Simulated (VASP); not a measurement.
# Band-edge properties of BP (F-43m), part 7 of 8

Aim: the gap of BP, the masses at its band edges and their response to strain. The start is a cell from a database of measured crystal structures.

VASP 6.6.1, plane waves and PAW; the level of theory is named at each step.

So far, least gap on mesh and path (eV): step 3 (bands on a dense mesh, LDA) 1.18; step 5 (bands with spin-orbit coupling, LDA, spin-orbit coupling) 1.17; step 8 (bands on the mesh of the strain series, LDA) 1.19; step 10 (bands of the strained cell, strain hydrostatic -0.5 %, LDA) 1.17.

## Step 14: Bands of the strained cell, strain along x -0.5 %

Level of this step: LDA; plane waves and PAW (B, P) (VASP).

File INCAR:

```
SYSTEM = BP
PREC = Accurate
ENCUT = 420
EDIFF = 1E-06
NELM = 100
ISMEAR = 0
SIGMA = 0.02
LREAL = .FALSE.
ALGO = Normal
GGA = CA
NBANDS = 16
LORBIT = 11
LWAVE = .FALSE.
LCHARG = .FALSE.
KPAR = 4
ISIF = 2
```

File POSCAR:

```
BP
1.0
    0.0000000000      2.2690000000      2.2690000000
    2.2576550000      0.0000000000      2.2690000000
    2.2576550000      2.2690000000      0.0000000000
B P
1 1
Direct
    0.0000000000      0.0000000000      0.0000000000
    0.2500000000      0.2500000000      0.2500000000
```

File KPOINTS:

```
Automatic mesh
0
Gamma
10 10 10
0 0 0
```

File KPOINTS_OPT:

```
Line mode
16
Line-mode
Reciprocal
  0.00000000   0.00000000   0.00000000 GAMMA
  0.50000000   0.00000000   0.50000000 X

  0.50000000   0.00000000   0.50000000 X
  0.75251888   0.25251888   0.50000000 Y

  0.75251888   0.25251888   0.50000000 Y
  0.75251888   0.37625944   0.37625944 S

  0.75251888   0.37625944   0.37625944 S
  0.00000000   0.00000000   0.00000000 GAMMA

  0.00000000   0.00000000   0.00000000 GAMMA
  0.00000000  -0.50000000  -0.50000000 Z

  0.00000000  -0.50000000  -0.50000000 Z
  0.24748112  -0.37625944  -0.37625944 S1

  0.24748112  -0.37625944  -0.37625944 S1
  0.50000000   0.00000000   0.00000000 N

  0.50000000   0.00000000   0.00000000 N
  0.50000000  -0.25000000   0.25000000 P

  0.50000000  -0.25000000   0.25000000 P
  0.24748112  -0.50000000  -0.25251888 Y1

  0.24748112  -0.50000000  -0.25251888 Y1
  0.00000000  -0.50000000  -0.50000000 Z

  0.50000000   0.00000000   0.50000000 X
  0.50000000  -0.25000000   0.25000000 P
```

The projector-augmented-wave data sets are B and P (LDA family, release 64).

The run is started by

```console
$ mpirun -np 4 vasp_std
```

What it wrote:

```text
[... set-up lines as in an earlier step ...]
 entering main loop
       N       E                     dE             d eps       ncg     rms          rms(c)
DAV:   1     0.541561700727E+01    0.54156E+01   -0.32652E+03  3272   0.378E+02
DAV:   2    -0.147958468981E+02   -0.20211E+02   -0.19290E+02  4488   0.857E+01
DAV:   3    -0.152253946993E+02   -0.42955E+00   -0.42921E+00  3888   0.101E+01
DAV:   4    -0.152263029727E+02   -0.90827E-03   -0.90826E-03  4312   0.580E-01
[...]
DAV:   9    -0.143898592641E+02   -0.57534E-04   -0.86220E-04  3736   0.147E-01    0.101E-01
DAV:  10    -0.143898439442E+02    0.15320E-04   -0.84451E-05  4248   0.402E-02    0.214E-02
DAV:  11    -0.143898435318E+02    0.41239E-06   -0.13194E-06  3864   0.640E-03
   1 F= -.14389844E+02 E0= -.14389844E+02  d E =-.356634E-39
 Start KPOINTS_OPT (optional k-point list driver)
k-point batch [1-102\176]
       N       E                     dE             ncg
DAV:   1     0.295970675018E+04   -0.22936E+05     3272
DAV:   2     0.914526815017E+03   -0.20452E+04     4416
DAV:   3     0.866373932069E+03   -0.48153E+02     3968
DAV:   4     0.866274279791E+03   -0.99652E-01     4240
DAV:   5     0.866273986512E+03   -0.29328E-03     4032
DAV:   6     0.866273985366E+03   -0.11457E-05     3944
DAV:   7     0.866273985335E+03   -0.31075E-07     3280
k-point batch [103-176\176]
       N       E                     dE             ncg
DAV:   1     0.105661833417E+05   -0.21794E+05     2376
DAV:   2     0.911107822380E+04   -0.14551E+04     3232
DAV:   3     0.908222229914E+04   -0.28856E+02     3008
DAV:   4     0.908216077084E+04   -0.61528E-01     3072
DAV:   5     0.908216058888E+04   -0.18195E-03     3000
DAV:   6     0.908216058819E+04   -0.69001E-06     2840
```

Wall time 5.8 s (4 MPI ranks of Intel Xeon 6975P-C (Granite Rapids), shared host); peak memory 0.55 GiB.

From OUTCAR (step 14):

```text
  Total       -0.5217609     -0.7155935     -0.7155935      0.0000000      0.0000000     -0.0000000
  in kB      -35.9604875    -49.3196962    -49.3196962      0.0000000      0.0000000     -0.0000000
  external PRESSURE =     -44.8666266 kB  Pullay stress =       0.0000000 kB

 POSITION                                       TOTAL-FORCE (eV/Angst)
 -----------------------------------------------------------------------------------
      0.00000      0.00000      0.00000         0.000000      0.000000      0.000000
      1.12883      1.13450      1.13450         0.000000     -0.000000     -0.000000
 -----------------------------------------------------------------------------------
    total drift:                                0.000000      0.000000      0.000000

  FREE ENERGIE OF THE ION-ELECTRON SYSTEM (eV)
  ---------------------------------------------------
  free  energy   TOTEN  =       -14.3898435318 eV

  energy  without entropy=      -14.3898435318  energy(sigma->0) =      -14.38984353

[... 1 part as in an earlier step ...]

[... 2 further parts left out ...]
[key lines of the parts left out:]
E-fermi :   7.6767
```

Electronic bands along the path, in eV, zero at the valence-band top; v1 is the highest filled band, c1 the lowest empty one:

| point | v3 | v2 | v1 | c1 | c2 | c3 | c4 |
| --- | --- | --- | --- | --- | --- | --- | --- |
| Γ | -0.05 | -0.05 | 0.00 | 3.34 | 3.36 | 3.36 | 7.41 |
| 0.47 of the way | -3.32 | -2.59 | -2.57 | 1.86 | 5.23 | 7.23 | 7.33 |
| X | -8.56 | -4.14 | -4.13 | 1.28 | 1.54 | 11.96 | 12.06 |
| 0.47 of the way | -8.35 | -4.90 | -4.85 | 2.67 | 3.10 | 10.29 | 11.05 |
| Y | -7.98 | -5.75 | -5.55 | 5.19 | 6.59 | 7.17 | 7.43 |
| 0.53 of the way | -8.05 | -6.15 | -4.41 | 3.20 | 5.87 | 8.62 | 9.39 |
| S | -8.10 | -6.30 | -3.59 | 1.99 | 5.77 | 9.69 | 10.60 |
| 0.47 of the way | -5.25 | -4.21 | -1.32 | 4.36 | 5.28 | 6.37 | 8.26 |
| Γ | -0.05 | -0.05 | 0.00 | 3.34 | 3.36 | 3.36 | 7.41 |
| 0.47 of the way | -3.27 | -2.61 | -2.61 | 1.81 | 5.24 | 7.29 | 7.29 |
| Z | -8.51 | -4.19 | -4.19 | 1.22 | 1.47 | 12.01 | 12.01 |
| 0.47 of the way | -8.41 | -5.03 | -4.06 | 1.47 | 2.66 | 11.37 | 11.63 |
| S1 | -8.10 | -6.30 | -3.59 | 1.99 | 5.77 | 9.69 | 10.60 |
| 0.47 of the way | -8.55 | -4.43 | -2.71 | 3.05 | 6.73 | 6.99 | 9.32 |
| N | -9.08 | -1.82 | -1.75 | 3.77 | 4.63 | 4.68 | 9.91 |
| 0.47 of the way | -8.55 | -4.34 | -2.99 | 4.08 | 5.14 | 7.83 | 9.86 |
| P | -8.00 | -5.75 | -5.56 | 5.27 | 6.70 | 7.23 | 7.53 |
| 0.47 of the way | -8.12 | -6.32 | -3.54 | 2.10 | 5.97 | 9.63 | 10.55 |
| Y1 | -7.98 | -5.75 | -5.55 | 5.19 | 6.59 | 7.17 | 7.43 |
| 0.47 of the way | -8.26 | -5.08 | -5.01 | 2.92 | 3.36 | 9.99 | 10.73 |
| Z | -8.51 | -4.19 | -4.19 | 1.22 | 1.47 | 12.01 | 12.01 |
| jump to X | -8.56 | -4.14 | -4.13 | 1.28 | 1.54 | 11.96 | 12.06 |
| 0.47 of the way | -8.35 | -4.89 | -4.85 | 2.67 | 3.09 | 10.45 | 11.14 |
| P | -8.00 | -5.75 | -5.56 | 5.27 | 6.70 | 7.23 | 7.53 |

Of the projections kept (B, P), the largest for each band there; the rest of the weight can lie on other orbitals:

| point | v3 | v2 | v1 | c1 | c2 | c3 | c4 |
| --- | --- | --- | --- | --- | --- | --- | --- |
| Γ | B 0.56 | B 0.56 | B 0.56 | P 0.66 | P 0.66 | P 0.66 | B 0.54 |
| X | B 0.60 | P 0.54 | P 0.54 | B 0.77 | P 0.61 | B 0.64 | B 0.63 |
| Y | B 0.66 | P 0.63 | B 0.51 | B 1.00 | P 0.94 | B 0.66 | P 0.57 |
| S | B 0.61 | P 0.57 | P 0.54 | B 0.60 | B 0.59 | B 0.58 | B 0.54 |
| Γ | B 0.56 | B 0.56 | B 0.56 | P 0.66 | P 0.66 | P 0.66 | B 0.54 |
| Z | B 0.60 | P 0.54 | P 0.54 | B 0.77 | P 0.61 | B 0.64 | B 0.64 |

The electronic bands as a text plot (rows in eV, shown from -8.0 to 6.5 only; labels by their first letter):

```
    6.2 |            +            +         +     + ++++++
    5.6 |  +          +   ++             +  +                   +
    5.0 |   +      ++      ++    +           + +++ +     +      +
    4.4 | +        + +     +++     +          ++ ++ +   + +
    3.8 |+   +            + +++ +            ++++         +    +
    3.2 |++       +      +    +++   +   +   +        +     +   +
    2.6 |  +  +   +   + +        +         +           +   +  +
    2.0 |   +  + +     +          +  +   ++           +     + +
    1.4 |    +++++                 ++++++                   ++
    0.8 |
    0.2 |                     **
   -0.4 |*                  *** *
   -1.0 | *                * **  *
   -1.6 |  *              *  *   *            *
   -2.2 |  *             *  *     *         ** *
   -2.8 |   *           *   *     **       *    *
   -3.5 |   ***        *   *        *    ** *    *    *
   -4.1 |      ***    *            * ****       *      *    **
   -4.7 |    *    *  *    **               *     **  *     *  *
   -5.3 |          **               *   *          **   ***    **
   -5.9 |           **   **                       ****  **      *
   -6.5 |     *       ***                **           **
   -7.1 |                *           *
   -7.7 |      *    *  **                          *     *
         Γ      X   Y  S       Γ       Z S    N    P     Y  Z|X P
```

On this path the gap is indirect, 1.11 eV, with the valence top at Γ and the conduction bottom between Γ and Z. The least direct gap is 3.34 eV.

## Step 15: Strained cell, atoms relaxed, strain along x 0.5 %

INCAR, as its differences from that of step 14:

```diff
@@ -10,3 +10,3 @@
 GGA = CA
-NBANDS = 16
+NBANDS = 10
 LORBIT = 11
@@ -15,2 +15,5 @@
 KPAR = 4
+IBRION = 2
+NSW = 30
 ISIF = 2
+EDIFFG = -0.003
```

File POSCAR:

```
BP
1.0
    0.0000000000      2.2690000000      2.2690000000
    2.2803450000      0.0000000000      2.2690000000
    2.2803450000      2.2690000000      0.0000000000
B P
1 1
Direct
    0.0000000000      0.0000000000      0.0000000000
    0.2500000000      0.2500000000      0.2500000000
```

KPOINTS is that of step 14.

The run is started by

```console
$ mpirun -np 4 vasp_std
```

What it wrote:

```text
[... set-up lines as in an earlier step ...]
 entering main loop
       N       E                     dE             d eps       ncg     rms          rms(c)
DAV:   1     0.484165367355E+01    0.48417E+01   -0.34931E+03  2056   0.602E+02
DAV:   2    -0.147039482589E+02   -0.19546E+02   -0.18631E+02  2828   0.101E+02
DAV:   3    -0.151935062472E+02   -0.48956E+00   -0.48854E+00  2538   0.149E+01
DAV:   4    -0.151954762082E+02   -0.19700E-02   -0.19697E-02  2540   0.107E+00
[...]
DAV:  10    -0.143821874006E+02    0.28815E-05   -0.14527E-04  2310   0.711E-02    0.337E-02
DAV:  11    -0.143821894594E+02   -0.20588E-05   -0.48611E-06  2496   0.127E-02    0.354E-02
DAV:  12    -0.143821890890E+02    0.37043E-06   -0.19325E-06  1282   0.623E-03
   1 F= -.14382189E+02 E0= -.14382189E+02  d E =-.143822E+02
[...]
reached required accuracy - stopping structural energy minimisation
```

Wall time 2.6 s (4 MPI ranks); peak memory 0.48 GiB; 6.5 s of CPU time.

From OUTCAR (step 15):

```text
  Total       -1.0169249     -0.8210844     -0.8210844     -0.0000000      0.0000000      0.0000000
  in kB      -69.3904842    -56.0271902    -56.0271902     -0.0000000      0.0000000      0.0000000
  external PRESSURE =     -60.4816216 kB  Pullay stress =       0.0000000 kB

 POSITION                                       TOTAL-FORCE (eV/Angst)
 -----------------------------------------------------------------------------------
      0.00000      0.00000      0.00000         0.000000      0.000000      0.000000
      1.14017      1.13450      1.13450        -0.000000     -0.000000     -0.000000
 -----------------------------------------------------------------------------------
    total drift:                                0.000000      0.000000      0.000000

  FREE ENERGIE OF THE ION-ELECTRON SYSTEM (eV)
  ---------------------------------------------------
  free  energy   TOTEN  =       -14.3821890890 eV

  energy  without entropy=      -14.3821890890  energy(sigma->0) =      -14.38218909

[... 2 parts as in an earlier step ...]

[... 2 further parts left out ...]
[key lines of the parts left out:]
E-fermi :   7.4723
```

The forces vanish from the start, and no atom moves.

## Step 16: Bands of the strained cell, strain along x 0.5 %

INCAR, as its differences from that of step 15:

```diff
@@ -10,3 +10,3 @@
 GGA = CA
-NBANDS = 10
+NBANDS = 16
 LORBIT = 11
@@ -15,5 +15,2 @@
 KPAR = 4
-IBRION = 2
-NSW = 30
 ISIF = 2
-EDIFFG = -0.003
```

POSCAR is that of step 15.

KPOINTS is that of step 15.

File KPOINTS_OPT:

```
Line mode
16
Line-mode
Reciprocal
  0.00000000   0.00000000   0.00000000 GAMMA
  0.50000000   0.00000000   0.50000000 X

  0.50000000   0.00000000   0.50000000 X
  0.25248137  -0.24751863   0.50000000 Y

  0.25248137  -0.24751863   0.50000000 Y
  0.00000000  -0.37375931   0.37375931 S

  0.00000000  -0.37375931   0.37375931 S
  0.00000000   0.00000000   0.00000000 GAMMA

  0.00000000   0.00000000   0.00000000 GAMMA
  0.00000000   0.50000000   0.50000000 Z

  0.00000000   0.50000000   0.50000000 Z
  0.00000000   0.37375931   0.62624069 S1

  0.00000000   0.37375931   0.62624069 S1
  0.00000000   0.00000000   0.50000000 N

  0.00000000   0.00000000   0.50000000 N
  0.50000000   0.25000000   0.75000000 P

  0.50000000   0.25000000   0.75000000 P
  0.25248137   0.50000000   0.75248137 Y1

  0.25248137   0.50000000   0.75248137 Y1
  0.00000000   0.50000000   0.50000000 Z

  0.50000000   0.00000000   0.50000000 X
  0.50000000   0.25000000   0.75000000 P
```

The run is started by

```console
$ mpirun -np 4 vasp_std
```

What it wrote:

```text
[... set-up lines as in an earlier step ...]
 entering main loop
       N       E                     dE             d eps       ncg     rms          rms(c)
DAV:   1     0.521810835907E+01    0.52181E+01   -0.33268E+03  3272   0.380E+02
DAV:   2    -0.147487319387E+02   -0.19967E+02   -0.19176E+02  4496   0.845E+01
DAV:   3    -0.151945198530E+02   -0.44579E+00   -0.44534E+00  3824   0.102E+01
DAV:   4    -0.151954829417E+02   -0.96309E-03   -0.96307E-03  4280   0.593E-01
[...]
DAV:   9    -0.143822040918E+02   -0.56920E-04   -0.86220E-04  3704   0.146E-01    0.101E-01
DAV:  10    -0.143821893075E+02    0.14784E-04   -0.85009E-05  4248   0.404E-02    0.213E-02
DAV:  11    -0.143821889381E+02    0.36938E-06   -0.13173E-06  3840   0.639E-03
   1 F= -.14382189E+02 E0= -.14382189E+02  d E =-.140477E-41
 Start KPOINTS_OPT (optional k-point list driver)
k-point batch [1-102\176]
       N       E                     dE             ncg
DAV:   1     0.286314007799E+04   -0.22145E+05     3264
DAV:   2     0.846179623130E+03   -0.20170E+04     4392
DAV:   3     0.799925695964E+03   -0.46254E+02     4000
DAV:   4     0.799825788590E+03   -0.99907E-01     4184
DAV:   5     0.799825485627E+03   -0.30296E-03     4104
DAV:   6     0.799825484436E+03   -0.11908E-05     3816
DAV:   7     0.799825484400E+03   -0.36141E-07     3368
k-point batch [103-176\176]
       N       E                     dE             ncg
DAV:   1     0.107345749944E+05   -0.22772E+05     2368
DAV:   2     0.929402524015E+04   -0.14405E+04     3256
DAV:   3     0.926461450389E+04   -0.29411E+02     3008
DAV:   4     0.926455254487E+04   -0.61959E-01     3080
DAV:   5     0.926455236391E+04   -0.18096E-03     3032
DAV:   6     0.926455236322E+04   -0.69390E-06     2808
```

The job ended after 5.2 s (4 MPI ranks; peak memory 0.54 GiB; 16 s of CPU time).

Parts of OUTCAR (step 16):

```text
  Total       -1.0153051     -0.8194544     -0.8194544      0.0000000      0.0000000     -0.0000000
  in kB      -69.2799589    -55.9159650    -55.9159650      0.0000000      0.0000000     -0.0000000
  external PRESSURE =     -60.3706296 kB  Pullay stress =       0.0000000 kB

 POSITION                                       TOTAL-FORCE (eV/Angst)
 -----------------------------------------------------------------------------------
      0.00000      0.00000      0.00000         0.000000      0.000000      0.000000
      1.14017      1.13450      1.13450         0.000000     -0.000000     -0.000000
 -----------------------------------------------------------------------------------
    total drift:                                0.000000      0.000000      0.000000

  FREE ENERGIE OF THE ION-ELECTRON SYSTEM (eV)
  ---------------------------------------------------
  free  energy   TOTEN  =       -14.3821889381 eV

  energy  without entropy=      -14.3821889381  energy(sigma->0) =      -14.38218894

[... 2 parts as in an earlier step ...]

[... 1 further part left out ...]
[key lines of the parts left out:]
E-fermi :   7.5480
```

Within 0.02 Å the cell has space group F-43m; at a tight tolerance a small distortion makes it I-4m2.

## Step 17: Deformation of the gap

This step: gap under strain, LDA; plane waves and PAW (VASP 6.6.1).

The slopes are differences of the gaps above.

Derived from the runs above.

Linear strain along the axis, or along all three, without spin-orbit coupling; gaps are the least on mesh and path; a direction without two finished runs is left out; the two slopes differ by curvature, or where strain splits an edge or moves it to another point. Gap under strain:

| strain | gap at -0.5 % (eV) | gap unstrained (eV) | gap at +0.5 % (eV) | slope under compression (eV per unit strain) | slope under tension (eV per unit strain) |
| --- | --- | --- | --- | --- | --- |
| hydrostatic | 1.17 | 1.187 | 1.204 | 3.48 | 3.42 |
| along x | 1.106 | 1.187 | 1.155 | 16.3 | -6.36 |

## Step 18: Orbitals for bands with HSE06

This step: PBE; plane waves and PAW (B, P) (VASP 6.6.1).

The hybrid starts from PBE orbitals, which saves many expensive cycles.

File INCAR:

```
SYSTEM = BP
PREC = Accurate
ENCUT = 420
EDIFF = 1E-05
NELM = 100
ISMEAR = 0
SIGMA = 0.02
LREAL = .FALSE.
ALGO = Normal
GGA = PE
NBANDS = 10
LORBIT = 11
LWAVE = .TRUE.
LCHARG = .FALSE.
KPAR = 4
```

File POSCAR:

```
BP
1.0
    0.0000000000      2.2690000000      2.2690000000
    2.2690000000      0.0000000000      2.2690000000
    2.2690000000      2.2690000000      0.0000000000
B P
1 1
Direct
    0.0000000000      0.0000000000      0.0000000000
    0.2500000000      0.2500000000      0.2500000000
```

File KPOINTS:

```
Automatic mesh
0
Gamma
6 6 6
0 0 0
```

The run is started by

```console
$ mpirun -np 4 vasp_std
```

What it wrote:

```text
[banner, memory and clock lines left out]
running    4 mpi-ranks, on    1 nodes
 distrk:  each k-point on    1 cores,    4 groups
 distr:  one band on    1 cores,    1 groups

 POSCAR found type information on POSCAR B P
 POSCAR found :  2 types and       2 ions
|                                                                             |
|               ----> ADVICE to this user running VASP <----                  |
|                                                                             |
|     You enforced a specific xc type in the INCAR file but a different       |
|     [... a line on the potential file left out ...]
|     I HOPE YOU KNOW WHAT YOU ARE DOING!                                     |
|                                                                             |

 LDA part: xc-table for (Slater+PW92), standard interpolation
 POSCAR, INCAR and KPOINTS ok, starting setup
 FFT: planning ... GRIDC
 FFT: planning ... GRID_SOFT
 FFT: planning ... GRID
 WAVECAR not read
 entering main loop
       N       E                     dE             d eps       ncg     rms          rms(c)
DAV:   1     0.540419325864E+01    0.54042E+01   -0.35278E+03   320   0.607E+02
DAV:   2    -0.133869904139E+02   -0.18791E+02   -0.17699E+02   504   0.958E+01
DAV:   3    -0.137953739716E+02   -0.40838E+00   -0.40770E+00   372   0.131E+01
DAV:   4    -0.137973539060E+02   -0.19799E-02   -0.19791E-02   432   0.105E+00
DAV:   5    -0.137973594949E+02   -0.55889E-05   -0.55888E-05   378   0.505E-02    0.867E+00
DAV:   6    -0.131451475598E+02    0.65221E+00   -0.15825E+00   360   0.582E+00    0.478E+00
DAV:   7    -0.130512827122E+02    0.93865E-01   -0.26129E-01   420   0.271E+00    0.150E+00
DAV:   8    -0.130431335481E+02    0.81492E-02   -0.28949E-02   388   0.100E+00    0.237E-01
DAV:   9    -0.130435437819E+02   -0.41023E-03   -0.78463E-04   364   0.201E-01    0.114E-01
DAV:  10    -0.130437530842E+02   -0.20930E-03   -0.27870E-04   398   0.109E-01    0.319E-02
DAV:  11    -0.130437647996E+02   -0.11715E-04   -0.12796E-05   384   0.253E-02    0.336E-02
DAV:  12    -0.130437656185E+02   -0.81894E-06   -0.27686E-06   186   0.950E-03
   1 F= -.13043766E+02 E0= -.13043766E+02  d E =-.138159E-23
 writing wavefunctions
```

Run time: 1.4 s. Hardware: 4 MPI ranks; peak memory 0.47 GiB.

Parts of OUTCAR (step 18):

```text
   k-points           NKPTS =     16   k-points in BZ     NKDIM =     16   number of bands    NBANDS=     10

   NELECT =       8.0000    total number of electrons

 E-fermi :   7.7244

 k-point     1 :       0.0000    0.0000    0.0000
  band No.  band energies     occupation
      1      -7.8534      2.00000
      2       7.5885      2.00000
      3       7.5885      2.00000
      4       7.5885      2.00000
      5      10.9834      0.00000
      6      10.9834      0.00000
      7      10.9834      0.00000
      8      14.9540      0.00000
      9      19.1133      0.00000
    ...

  Total        0.0181435      0.0181435      0.0181435     -0.0000000      0.0000000      0.0000000
  in kB        1.2442219      1.2442219      1.2442219     -0.0000000      0.0000000      0.0000000
  external PRESSURE =       1.2442219 kB  Pullay stress =       0.0000000 kB

  FREE ENERGIE OF THE ION-ELECTRON SYSTEM (eV)
  ---------------------------------------------------
  free  energy   TOTEN  =       -13.0437656185 eV

  energy  without entropy=      -13.0437656185  energy(sigma->0) =      -13.04376562

[... 7 parts as in an earlier step ...]

[... 10 further parts left out ...]
```

The PAW data sets were made with LDA, a small mismatch for this functional.

A gap read on the k-mesh alone can miss the band edges.

This step gave:

```
SCF cycles                     : 12
bands                          : 10
irreducible k-points           : 16
symmetry operations            : 24
free energy (TOTEN)            : -13.04 eV
Fermi energy                   : 7.724 eV
pressure                       : 0.1244 GPa
conduction bottom at k         : 0.5, 0.5, 0
gap on the k-mesh              : 1.314 eV
least direct gap on the k-mesh : 3.395 eV
```

At this level the gap is 1.31 eV on the k-mesh of the self-consistent run, which can miss the band edges.

(Part 7 of 8 ends here.)

[Lines on the potential files, build, host, timing and source positions are cut from VASP's logs without a mark.]

[Logs are printed without paths, hosts, clocks, repeated set-up lines and the standing remarks that a program may print on its own settings, such as how far it seeks lower states.]

[Hosts, paths, dates, database ids (printed as entryN), source tags and the programs' standing remarks are cut or masked in the printed files.]

[In band tables of VASP the shares of atoms and orbitals are scaled to a sum of 1 inside the atoms' spheres.]

[Gaps and slopes under strain along one axis are those of the sampled path and mesh points; where strain splits equal valleys, another of them can be the edge.]
